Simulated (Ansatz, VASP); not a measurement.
# Two plane-wave programs on AlN

```
CELL_PARAMETERS angstrom
3.08862 0.00000 -0.30886
-1.54431 2.67482 0.15443
-0.49436 0.00000 5.00933
ATOMIC_POSITIONS crystal
Al 0.34458 0.66537 0.00529
Al 0.67921 0.33463 0.50529
N 0.32642 0.67663 0.37971
N 0.64979 0.32337 0.87971
```

Change from the starting cell: engineering shear strain xz -0.2000, normal strain along z +0.0133.

Alike in both runs: functional LDA; k mesh 9 × 9 × 6; occupations gaussian, width 0.05 eV; no spin polarisation.

Ansatz relaxed the structure, and its values are those at the end. VASP's run is a single point on that final structure, the one shown.

```csv
,VASP,Ansatz
version,VASP 6.6.1,Ansatz 0.2.0
potentials or method,"VASP PAW LDA potentials, release 64 (Al, N)","scalar-relativistic, plane waves, PAW"
plane-wave cutoff (eV),520,520
valence electrons in the cell,16,16
```

VASP gave:

```
gap on the k mesh at the Fermi level (eV) : 3.46
least direct gap on the mesh (eV)         : 3.46
pressure (GPa)                            : -1.5
rms of the force components (eV/Å)        : 0.012
```

What did Ansatz give for the same quantities?

gap on the k mesh at the Fermi level (eV): 3.45; least direct gap on the mesh (eV): 3.45; pressure (GPa): -2.1; rms of the force components (eV/Å): 0.000.

Ansatz warned: «pseudo_functional_mismatch».

Caveats: an odd mesh through Γ misses points on the zone boundary, where band edges often lie.
